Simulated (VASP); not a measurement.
Set up this calculation in VASP 6.6.1, as the native input.

```yaml
Task: relaxation of cell and atoms
Functional: PBE
Potentials_or_basis: VASP PAW PBE potentials, release 64 (Zn, Ga_d, O)
Cutoff: 520 eV
k_mesh: 10 × 10 × 4
Occupations: gaussian, width 0.1 eV
Spin: no spin polarisation
Further_INCAR_settings: ALGO = Normal; EDIFF = 1e-07; IBRION = 2; POTIM = 0.3; EDIFFG = -0.005; NSW = 60; ISIF = 3
```

The structure of Zn2Ga2O3 lies in POSCAR:

```
Zn2Ga2O3                                
1.0
    3.2192610251     -0.0000000002     -0.0000000000
   -1.6096305078      2.7879618291      0.0000000000
   -0.0000000000      0.0000000000     11.4235044859
  Zn              Ga              O             
     2     2     3
Direct
     0.0000000000000000    0.0000000000000000    0.0000000000000000
     0.3333333300000021    0.6666666699999979    0.5000000000000000
     0.0000000000000000    0.0000000000000000    0.2176637094832317
     0.0000000000000000    0.0000000000000000    0.7823362905167681
     0.3333333300000021    0.6666666699999979    0.2792276024059481
     0.3333333300000021    0.6666666699999979    0.7207723975940519
     0.0000000000000000    0.0000000000000000    0.5000000000000000
```

The cell was built by a generator and needn't be a form met in nature.

One way to write it, as run:

INCAR

```
PREC     = Accurate       # precision mode
ENCUT    = 520            # plane-wave cutoff, eV
EDIFF    = 1E-7           # SCF threshold, eV
ISMEAR   = 0              # smearing method
SIGMA    = 0.1            # smearing width, eV
LREAL    = F              # projectors in reciprocal space
LASPH    = T              # aspherical terms in the spheres
NELM     = 120            # most SCF steps
ALGO     = Normal         # electronic algorithm
ISIF     = 3              # what is computed and relaxed
LWAVE    = F              # write WAVECAR
LCHARG   = F              # write CHGCAR
GGA      = PE             # functional
IBRION   = 2              # ionic algorithm
NSW      = 60             # ionic steps
EDIFFG   = -0.005         # ionic threshold
POTIM    = 0.3            # step
KPAR     = 4
```

KPOINTS

```
regular mesh
0
Gamma
  10 10 4
```

Potentials or basis: VASP PAW PBE potentials, release 64 (Zn, Ga_d, O).

Command:

```console
$ cat potpaw_PBE.64/Zn/POTCAR potpaw_PBE.64/Ga_d/POTCAR potpaw_PBE.64/O/POTCAR > POTCAR
$ mpirun -np 4 vasp_std > vasp.out
```

Results of the run:

```json
{
 "Relaxed volume": "14.75 Å³/atom",
 "Relaxed cell": "a = 3.213 Å, b = 3.213 Å, c = 11.549 Å, α = 90.00°, β = 90.00°, γ = 120.00°",
 "Space group after relaxing (to 0.05 Å)": "P-6m2 (No. 187)",
 "Energy gained by relaxing": "0.3 meV/atom",
 "Ionic steps": "16",
 "Pressure after relaxing": "0.0 GPa",
 "Largest force after relaxing": "0.004 eV/Å",
 "Band gap on the k mesh": "none (metal or under the smearing width)"
}
```

It took 6 min on 4 MPI ranks on Intel(R) Xeon(R) Platinum 8488C (Sapphire Rapids) (shared host), peak memory 0.32 GiB a rank.
